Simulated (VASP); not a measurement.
# Cd (Im-3m) in VASP: single point with PBE

Aim: the single point of Cd with PBE.

Program: VASP 6.6.1. These are calculated values, not measurements. Logs are shortened: lines on timing, memory, paths and dates and some standing lists are left out, and cuts for length are marked.

**1. Starting point**

It takes space group Im-3m (No. 229, cubic). The conventional cell has a = 3.569 Å, b = 3.569 Å, c = 3.569 Å, α = 90.00°, β = 90.00°, γ = 90.00°. Around Cd (site symmetry m-3m) lie 8 Cd at 3.09 Å.

This isn't the form of Cd at room conditions, which is hcp.

**2. Single point, PBE**

Input file INCAR:

```
SYSTEM = Cd
ALGO     = Fast           ! electronic algorithm
EDIFF    = 1E-6           ! SCF threshold, eV
ENCUT    = 520            ! plane-wave cutoff, eV
GGA      = PE             ! functional
ISIF     = 2              ! what is computed and relaxed
ISMEAR   = 1              ! smearing method
LASPH    = .TRUE.         ! aspherical terms in the spheres
LCHARG   = .FALSE.        ! write CHGCAR
LREAL    = .FALSE.        ! projectors in reciprocal space
LWAVE    = .FALSE.        ! write WAVECAR
NBANDS   = 12             ! bands
NELM     = 100            ! most SCF steps
PREC     = Accurate       ! precision mode
SIGMA    = 0.3            ! smearing width, eV
```

Input file KPOINTS:

```
Automatic mesh
0
Gamma
  9 9 9
  0.5 0.5 0.5
```

Input file POSCAR:

```
Cd
1.0
   -1.7843220000      1.7843220000      1.7843220000
    1.7843220000     -1.7843220000      1.7843220000
    1.7843220000      1.7843220000     -1.7843220000
Cd
1
Direct
    0.0000000000      0.0000000000      0.0000000000
```

Potentials or basis: VASP PAW PBE potentials, release 64 (Cd).

Launch:

```
> cat potpaw_PBE.64/Cd/POTCAR > POTCAR
> mpirun -np 1 vasp_std > vasp.out
```

OUTCAR:

```text
SYSTEM = Cd
   EDIFF = 1E-6
   ENCUT = 520
   GGA = PE
   ISIF = 2
   ISMEAR = 1
   LASPH = .TRUE.
   LREAL = .FALSE.
   NELM = 100
   PREC = Accurate

 ion  position               nearest neighbor table
   1  0.000  0.000  0.000-

  LATTYP: Found a body centered cubic cell.
 ALAT       =     3.5686440000

  Lattice vectors:

 A1 = (  -1.7843220000,   1.7843220000,   1.7843220000)
 A2 = (   1.7843220000,  -1.7843220000,   1.7843220000)
 A3 = (   1.7843220000,   1.7843220000,  -1.7843220000)

Analysis of symmetry for initial positions (statically):
=====================================================================
 Subroutine PRICEL returns:
 Original cell was already a primitive cell.

 Routine SETGRP: Setting up the symmetry group for a
 body centered cubic supercell.

 Subroutine GETGRP returns: Found 48 space group operations
 (whereof 48 operations were pure point group operations)
 out of a pool of 48 trial point group operations.

The static configuration has the point symmetry O_h .

Analysis of symmetry for dynamics (positions and initial velocities):
=====================================================================
 Subroutine PRICEL returns:
 Original cell was already a primitive cell.

 Routine SETGRP: Setting up the symmetry group for a
 body centered cubic supercell.

 Subroutine GETGRP returns: Found 48 space group operations
 (whereof 48 operations were pure point group operations)
 out of a pool of 48 trial point group operations.

The dynamic configuration has the point symmetry O_h .

 Subroutine INISYM returns: Found 48 space group operations
 (whereof 48 operations are pure point group operations),
 and found     1 'primitive' translations

----------------------------------------------------------------------------------------

                                     Primitive cell

  volume of cell :      22.7237

  direct lattice vectors                    reciprocal lattice vectors
    -1.784322000  1.784322000  1.784322000     0.000000000  0.280218481  0.280218481
     1.784322000 -1.784322000  1.784322000     0.280218481  0.000000000  0.280218481
     1.784322000  1.784322000 -1.784322000     0.280218481  0.280218481  0.000000000

  length of vectors
     3.090536361  3.090536361  3.090536361     0.396288776  0.396288776  0.396288776

  position of ions in fractional coordinates (direct lattice)
     0.000000000  0.000000000  0.000000000

  ion indices of the primitive-cell ions
   primitive index   ion index
                 1           1

----------------------------------------------------------------------------------------

 KPOINTS: Automatic mesh

Automatic generation of k-mesh.
 Grid dimensions read from file:
 generate k-points for:    9    9    9

 Generating k-lattice:

  Cartesian coordinates                     Fractional coordinates (reciprocal lattice)
     0.000000000  0.031135387  0.031135387     0.111111111  0.000000000  0.000000000
     0.031135387  0.000000000  0.031135387     0.000000000  0.111111111  0.000000000
     0.031135387  0.031135387  0.000000000     0.000000000  0.000000000  0.111111111

  Length of vectors
     0.044032086  0.044032086  0.044032086

  Shift w.r.t. Gamma in fractional coordinates (k-lattice)
     0.500000000  0.500000000  0.500000000

 Subroutine IBZKPT returns following result:
 ===========================================

 Found     35 irreducible k-points:

 Following reciprocal coordinates:
            Coordinates               Weight
  0.055556  0.055556  0.055556      8.000000
  0.166667  0.055556  0.055556     24.000000
  0.277778  0.055556  0.055556     24.000000
  0.388889  0.055556  0.055556     24.000000
 -0.055556  0.055556  0.055556      6.000000
  0.166667  0.166667  0.055556     24.000000
[... 16 lines left out ...]
 -0.277778  0.277778  0.166667     24.000000
 -0.388889  0.388889  0.166667     24.000000
 [... further k-points ...]
   k-points           NKPTS =     35   k-points in BZ     NKDIM =     35   number of bands    NBANDS=     12
   number of dos      NEDOS =    301   number of ions     NIONS =      1
   total plane-waves  NPLWV =  13824
   dimension x,y,z NGX =    24 NGY =   24 NGZ =   24
   dimension x,y,z NGXF=    48 NGYF=   48 NGZF=   48
   ions per type =               1
   NGX,Y,Z   is equivalent  to a cutoff of  12.91, 12.91, 12.91 a.u.
   NGXF,Y,Z  is equivalent  to a cutoff of  25.82, 25.82, 25.82 a.u.
 SYSTEM =  Cd
   PREC   = accura    normal or accurate (medium, high low for compatibility)
   ISTART =      0    job   : 0-new  1-cont  2-samecut
   ICHARG =      2    charge: 1-file 2-atom 10-const
   ISPIN  =      1    spin polarized calculation?
   LNONCOLLINEAR =      F non collinear calculations
   LSORBIT =      F    spin-orbit coupling
   LASPH  =      T    aspherical Exc in radial PAW
   ENCUT  =  520.0 eV  38.22 Ry    6.18 a.u.   5.75  5.75  5.75*2*pi/ulx,y,z
   NELM   =    100;   NELMIN=  2; NELMDL= -5     # of ELM steps
   EDIFF  = 0.1E-05   stopping-criterion for ELM
   LREAL  =      F    real-space projection
   EDIFFG = 0.1E-04   stopping-criterion for IOM
   NSW    =      0    number of steps for IOM
   IBRION =     -1    ionic relax: 0-MD 1-quasi-New 2-CG
   NFREE  =      0    steps in history (QN), initial steepest desc. (CG)
   ISIF   =      2    stress and relaxation
   ISYM   =      2    0-nonsym 1-usesym 2-fastsym
   POTIM  = 0.5000    time-step for ionic-motion
   TEBEG  =    0.0;   TEEND  =   0.0 temperature during run
   PSTRESS=    0.0 pullay stress
   NELECT =      12.0000    total number of electrons
   NUPDOWN=      -1.0000    fix difference up-down
   EMIN   =  10.00;   EMAX   =-10.00  energy-range for DOS
   EFERMI =   0.00;   METHOD = LEGACY
   ISMEAR =     1;   SIGMA  =   0.30  broadening in eV -4-tet -1-fermi 0-gaus
   EFERMI_NEDOS =   21; number of points for ismear=-14 and -15
   IALGO  =     68    algorithm
   IMIX   =      4    mixing-type and parameters
     AMIX     =   0.40;   BMIX     =  1.00
     AMIX_MAG =   1.60;   BMIX_MAG =  1.00
  volume/ion in A,a.u.               =      22.72       153.35
  Fermi-wavevector in a.u.,A,eV,Ry     =   1.323250  2.500581 23.823686  1.750992
  Thomas-Fermi vector in A             =   2.452872
   LORBIT       =      0    0 simple, 1 ext, 2 COOP (PROOUT), +10 PAW based schemes
   GGA     = PE    functional components
   LHFCALC =     F    Hartree Fock is set to
   AEXX    =    0.0000 exact exchange contribution
   IVDW    =     0    specifies the selected vdW correction
   LEPSILON=     F    determine dielectric tensor
   LRPA    =     F    only Hartree local field effects (RPA)
 non-spin polarized calculation
 RMM-DIIS sequential band-by-band and
 Methfessel and Paxton  Order N= 1 SIGMA  =   0.30
  energy-cutoff  :      520.00
  volume of cell :       22.72
 maximum number of plane-waves:       622
   NGX = 11   NGY = 11   NGZ = 11

 number of electron      12.0000006 magnetization

 Free energy of the ion-electron system (eV)
  ---------------------------------------------------
  ext. energy  EPLUGINS =         0.00000000
  ---------------------------------------------------
  free energy    TOTEN  =        -0.68828769 eV

  energy without entropy =       -0.68564821  energy(sigma->0) =       -0.68740786

 E-fermi :   2.6326     XC(G=0): -10.7768

 val. band max:        2.5672251645   @ k =  -0.3889  -0.3889   0.0556
 cond. band min:       2.7036033214   @ k =  -0.3889   0.5000   0.2778
 fundamental gap:      0.1363781569
 Fermi energy:         2.6325781988

 k-point     1 :       0.0556    0.0556    0.0556
  band No.  band energies     occupation
      1      -6.5847      2.00000
      2      -6.5847      2.00000
      3      -6.4073      2.00000
      4      -5.9767      2.00000
      5      -5.9767      2.00000
      6      -5.4139      2.00000
      7      14.8729      0.00000
      8      14.9794      0.00000
      9      14.9794      0.00000
     10      18.3972      0.00000
     11      19.0001      0.00000
     12      19.0001      0.00000

 k-point     2 :       0.1667    0.0556    0.0556
  band No.  band energies     occupation
      1      -6.6778      2.00000
      2      -6.6241      2.00000
      3      -6.1952      2.00000
      4      -6.0243      2.00000
      5      -5.9582      2.00000
      6      -4.3299      2.00000
      7      10.5500      0.00000
      8      13.0010      0.00000
      9      13.2817      0.00000
     10      18.3222      0.00000
     11      18.8878      0.00000
     12      20.0192      0.00000

 k-point     3 :       0.2778    0.0556    0.0556
  band No.  band energies     occupation
      1      -6.7757      2.00000
      2      -6.7590      2.00000
      3      -6.0194      2.00000
      4      -5.9418      2.00000
      5      -5.8893      2.00000
      6      -2.5647      2.00000
      7       6.4982     -0.00000
      8      11.5186      0.00000
      9      12.0604      0.00000
     10      17.7293      0.00000
     11      18.3276      0.00000
     12      21.8118      0.00000
[... 286 lines left out ...]
 k-point    23 :      -0.2778    0.2778    0.1667
  band No.  band energies     occupation
      1      -6.5177      2.00000
      2      -6.4899      2.00000
      3      -6.2756      2.00000
      4      -6.1118      2.00000
      5      -6.0315      2.00000
      6      -2.9300      2.00000
      7       8.9723      0.00000
      8      11.2108      0.00000
      9      12.2900      0.00000
     10      14.5621      0.00000
     11      19.8305      0.00000
     12      20.2345      0.00000

 k-point    24 :      -0.3889    0.3889    0.1667
  band No.  band energies     occupation
      1      -6.7047      2.00000
      2      -6.5599      2.00000
      3      -6.2699      2.00000
      4      -6.0857      2.00000
      5      -5.7096      2.00000
      6      -0.8574      2.00000
      7       5.1753     -0.00000
      8       9.9989      0.00000
      9      11.5366      0.00000
     10      16.2370      0.00000
     11      19.2411      0.00000
     12      19.8126      0.00000

 [... further k-points ...]

------------------------ aborting loop because EDIFF is reached ----------------------------------------

  FORCE on cell =-STRESS in cart. coord.  units (eV):
  Direction    XX          YY          ZZ          XY          YZ          ZX
  --------------------------------------------------------------------------------------
  -------------------------------------------------------------------------------------
  Total        0.1920369      0.1920369      0.1920369     -0.0000000      0.0000000     -0.0000000
  in kB       13.5399006     13.5399006     13.5399006     -0.0000000      0.0000000     -0.0000000
  external PRESSURE =      13.5399006 kB  Pullay stress =       0.0000000 kB

 VOLUME and BASIS-vectors are now :
 -----------------------------------------------------------------------------
  energy-cutoff  :      520.00
  volume of cell :       22.72
      direct lattice vectors                 reciprocal lattice vectors
    -1.784322000  1.784322000  1.784322000     0.000000000  0.280218481  0.280218481
     1.784322000 -1.784322000  1.784322000     0.280218481  0.000000000  0.280218481
     1.784322000  1.784322000 -1.784322000     0.280218481  0.280218481  0.000000000

 POSITION                                       TOTAL-FORCE (eV/Angst)
 -----------------------------------------------------------------------------------
      0.00000      0.00000      0.00000        -0.000000     -0.000000      0.000000
 -----------------------------------------------------------------------------------
    total drift:                               -0.000000      0.000000     -0.000000

  FREE ENERGIE OF THE ION-ELECTRON SYSTEM (eV)
  ---------------------------------------------------
  free  energy   TOTEN  =        -0.6882876862 eV

  energy  without entropy=       -0.6856482146  energy(sigma->0) =       -0.68740786
```

It took 5.4 s on 1 thread of Intel Xeon 6975P-C (Granite Rapids), shared host; peak memory 0.13 GiB.

Results:

```
Free energy            : -0.6883 eV
Pressure               : 1.4 GPa
Band gap on the k mesh : none (metal or under the smearing width)
```
